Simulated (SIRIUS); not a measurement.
## TiB2 in SIRIUS: convergence with gk cutoff

Input of the first run (gk cutoff 2.21 1/bohr); the others differ in this setting and in those tied to it:

Contents of sirius.json:

```json
{
  "control": {
    "processing_unit": "cpu",
    "std_evp_solver_name": "lapack",
    "gen_evp_solver_name": "lapack",
    "verbosity": 2,
    "print_forces": true,
    "ortho_rf": true,
    "use_second_variation": true,
    "rmt_max": 3.0,
    "num_bands_to_print": 21,
    "save_wf": true
  },
  "parameters": {
    "electronic_structure_method": "full_potential_lapwlo",
    "xc_functionals": ["XC_LDA_X", "XC_LDA_C_PW"],
    "core_relativity": "dirac",
    "valence_relativity": "iora",
    "num_fv_states": 21,
    "smearing": "fermi_dirac",
    "smearing_width": 0.0018374661,
    "pw_cutoff": 20,
    "gk_cutoff": 2.21,
    "lmax_apw": 10,
    "lmax_rho": 8,
    "lmax_pot": 8,
    "num_mag_dims": 0,
    "auto_rmt": 0,
    "ngridk": [10, 10, 8],
    "shiftk": [0, 0, 0],
    "num_dft_iter": 80,
    "energy_tol": 1e-07,
    "density_tol": 1e-05,
    "use_symmetry": true
  },
  "settings": {"tol_ne": 1e-10},
  "iterative_solver": {"type": "exact"},
  "mixer": {"type": "anderson", "beta": 0.5, "max_history": 8},
  "unit_cell": {
    "lattice_vectors": [[5.7243583767, 0.0, 0.0], [-2.8621791884, 4.9574397745, 0.0], [0.0, 0.0, 6.1007918207]],
    "atom_types": ["B", "Ti"],
    "atom_files": {"B": "B.json", "Ti": "Ti.json"},
    "atoms": {"B": [[0.6666666667, 0.3333333333, 0.5], [0.3333333333, 0.6666666667, 0.5]], "Ti": [[0.0, 0.0, 0.0]]}
  }
}
```

B.json

```json
{
  "name": "boron",
  "symbol": "B",
  "number": 5,
  "mass": 10.811,
  "rmin": 1e-06,
  "rmt": 1.62,
  "nrmt": 800,
  "rinf": 17.81,
  "core": "",
  "valence": [
    {"basis": [{"enu": 0.22, "dme": 0, "n": 0, "auto": 0}, {"enu": 0.22, "dme": 1, "n": 0, "auto": 0}]},
    {"l": 0, "n": 1, "basis": [{"enu": 0.2659, "dme": 0, "n": 0, "auto": 0}]},
    {"l": 1, "n": 2, "basis": [{"enu": 0.32, "dme": 0, "n": 0, "auto": 0}]},
    {"l": 2, "n": 3, "basis": [{"enu": 0.32, "dme": 0, "n": 0, "auto": 0}]},
    {"l": 3, "n": 4, "basis": [{"enu": 0.32, "dme": 0, "n": 0, "auto": 0}]}
  ],
  "lo": [
    {
      "l": 0,
      "basis": [{"enu": 0.2659, "dme": 0, "n": 0, "auto": 0}, {"enu": 0.2659, "dme": 1, "n": 0, "auto": 0}]
    },
    {
      "l": 0,
      "basis": [{"enu": 0.2659, "dme": 1, "n": 0, "auto": 0}, {"enu": 0.2659, "dme": 2, "n": 0, "auto": 0}]
    },
    {
      "l": 0,
      "basis": [{"enu": -6.1064, "dme": 0, "n": 1, "auto": 1}, {"enu": -6.1064, "dme": 1, "n": 1, "auto": 1}]
    },
    {
      "l": 0,
      "basis": [{"enu": 0.2659, "dme": 0, "n": 0, "auto": 0}, {"enu": 4.8384, "dme": 0, "n": 0, "auto": 0}]
    },
    {"l": 1, "basis": [{"enu": 0.32, "dme": 0, "n": 0, "auto": 0}, {"enu": 0.32, "dme": 1, "n": 0, "auto": 0}]},
    {"l": 1, "basis": [{"enu": 0.32, "dme": 1, "n": 0, "auto": 0}, {"enu": 0.32, "dme": 2, "n": 0, "auto": 0}]},
    {"l": 1, "basis": [{"enu": 0.32, "dme": 0, "n": 0, "auto": 0}, {"enu": 5.5783, "dme": 0, "n": 0, "auto": 0}]},
    {"l": 2, "basis": [{"enu": 0.32, "dme": 0, "n": 0, "auto": 0}, {"enu": 0.32, "dme": 1, "n": 0, "auto": 0}]},
    {"l": 2, "basis": [{"enu": 0.32, "dme": 1, "n": 0, "auto": 0}, {"enu": 0.32, "dme": 2, "n": 0, "auto": 0}]},
    {"l": 2, "basis": [{"enu": 0.32, "dme": 0, "n": 0, "auto": 0}, {"enu": 6.2642, "dme": 0, "n": 0, "auto": 0}]},
    {"l": 3, "basis": [{"enu": 0.32, "dme": 0, "n": 0, "auto": 0}, {"enu": 0.32, "dme": 1, "n": 0, "auto": 0}]}
  ],
  "free_atom": [... radial grid and density of the free atom, the start of the SCF ...]
}
```

Ti.json

```json
{
  "name": "titanium",
  "symbol": "Ti",
  "number": 22,
  "mass": 47.867,
  "rmin": 1e-06,
  "rmt": 2.23,
  "nrmt": 800,
  "rinf": 17.51,
  "core": "1s2s2p",
  "valence": [
    {"basis": [{"enu": 0.22, "dme": 0, "n": 0, "auto": 0}, {"enu": 0.22, "dme": 1, "n": 0, "auto": 0}]},
    {"l": 0, "n": 1, "basis": [{"enu": 0.32, "dme": 0, "n": 0, "auto": 0}]},
    {"l": 1, "n": 2, "basis": [{"enu": 0.32, "dme": 0, "n": 0, "auto": 0}]},
    {"l": 2, "n": 3, "basis": [{"enu": 0.32, "dme": 0, "n": 0, "auto": 0}]},
    {"l": 3, "n": 4, "basis": [{"enu": 0.32, "dme": 0, "n": 0, "auto": 0}]}
  ],
  "lo": [
    {"l": 0, "basis": [{"enu": 0.32, "dme": 0, "n": 0, "auto": 0}, {"enu": 0.32, "dme": 1, "n": 0, "auto": 0}]},
    {
      "l": 0,
      "basis": [{"enu": -1.8003, "dme": 0, "n": 3, "auto": 1}, {"enu": -1.8003, "dme": 1, "n": 3, "auto": 1}]
    },
    {
      "l": 0,
      "basis": [{"enu": -1.8003, "dme": 1, "n": 3, "auto": 1}, {"enu": 0.32, "dme": 0, "n": 0, "auto": 0}]
    },
    {"l": 0, "basis": [{"enu": 0.32, "dme": 0, "n": 0, "auto": 0}, {"enu": 3.5374, "dme": 0, "n": 0, "auto": 0}]},
    {"l": 1, "basis": [{"enu": 0.32, "dme": 0, "n": 0, "auto": 0}, {"enu": 0.32, "dme": 1, "n": 0, "auto": 0}]},
    {
      "l": 1,
      "basis": [{"enu": -0.9403, "dme": 0, "n": 3, "auto": 1}, {"enu": -0.9403, "dme": 1, "n": 3, "auto": 1}]
    },
    {
      "l": 1,
      "basis": [{"enu": -0.9403, "dme": 1, "n": 3, "auto": 1}, {"enu": 0.32, "dme": 0, "n": 0, "auto": 0}]
    },
    {"l": 1, "basis": [{"enu": 0.32, "dme": 0, "n": 0, "auto": 0}, {"enu": 4.0201, "dme": 0, "n": 0, "auto": 0}]},
    {"l": 2, "basis": [{"enu": 0.32, "dme": 0, "n": 0, "auto": 0}, {"enu": 0.32, "dme": 1, "n": 0, "auto": 0}]},
    {"l": 2, "basis": [{"enu": 0.32, "dme": 1, "n": 0, "auto": 0}, {"enu": 0.32, "dme": 2, "n": 0, "auto": 0}]},
    {"l": 2, "basis": [{"enu": 0.32, "dme": 0, "n": 0, "auto": 0}, {"enu": 3.457, "dme": 0, "n": 0, "auto": 0}]},
    {"l": 3, "basis": [{"enu": 0.32, "dme": 0, "n": 0, "auto": 0}, {"enu": 0.32, "dme": 1, "n": 0, "auto": 0}]},
    {"l": 3, "basis": [{"enu": 0.32, "dme": 0, "n": 0, "auto": 0}, {"enu": 3.819, "dme": 0, "n": 0, "auto": 0}]}
  ],
  "free_atom": [... radial grid and density of the free atom, the start of the SCF ...]
}
```

Contents of sirius_start.json:

```json
{
  "control": {
    "processing_unit": "cpu",
    "std_evp_solver_name": "lapack",
    "gen_evp_solver_name": "lapack",
    "verbosity": 1,
    "print_forces": false,
    "ortho_rf": true,
    "use_second_variation": true,
    "rmt_max": 3.0,
    "num_bands_to_print": 21,
    "save_wf": false
  },
  "parameters": {
    "electronic_structure_method": "full_potential_lapwlo",
    "xc_functionals": ["XC_LDA_X", "XC_LDA_C_PW"],
    "core_relativity": "dirac",
    "valence_relativity": "iora",
    "num_fv_states": 21,
    "smearing": "fermi_dirac",
    "smearing_width": 0.0055123983,
    "pw_cutoff": 20,
    "gk_cutoff": 1.77,
    "lmax_apw": 10,
    "lmax_rho": 8,
    "lmax_pot": 8,
    "num_mag_dims": 0,
    "auto_rmt": 0,
    "ngridk": [4, 4, 3],
    "shiftk": [0, 0, 0],
    "num_dft_iter": 30,
    "energy_tol": 0.01,
    "density_tol": 0.05,
    "use_symmetry": true
  },
  "settings": {"tol_ne": 1e-10},
  "iterative_solver": {"type": "exact"},
  "mixer": {"type": "anderson", "beta": 0.5, "max_history": 8},
  "unit_cell": {
    "lattice_vectors": [[5.7243583767, 0.0, 0.0], [-2.8621791884, 4.9574397745, 0.0], [0.0, 0.0, 6.1007918207]],
    "atom_types": ["B", "Ti"],
    "atom_files": {"B": "B.json", "Ti": "Ti.json"},
    "atoms": {"B": [[0.6666666667, 0.3333333333, 0.5], [0.3333333333, 0.6666666667, 0.5]], "Ti": [[0.0, 0.0, 0.0]]}
  }
}
```

Potentials or basis: all-electron FP-LAPW, apw+lo standard.

The run is started by

```sh
$ OMP_NUM_THREADS=1 sirius.scf --input=sirius_start.json --output=start.json
$ OMP_NUM_THREADS=1 sirius.scf --input=sirius.json --output=output.json --task=1
```

Hardware: 1 thread of Arm Neoverse V1, with other jobs on the host.

```csv
gk cutoff,"energy less the tightest run, at zero smearing (meV/atom)",SCF cycles,CPU time (s),peak memory (GiB)
2.21 1/bohr,1391.57,8,31,0.39
2.61 1/bohr,572.40,8,35,0.41
3.01 1/bohr,159.50,7,37,0.43
3.41 1/bohr,42.40,7,45,0.45
3.81 1/bohr,11.63,7,58,0.48
4.21 1/bohr,2.44,6,79,0.6
4.61 1/bohr,0.00,6,120,0.75
```

Not settled before the last step: the energy (to 1 meV/atom). The tightest run that finished is the yardstick and may itself not be fully converged.
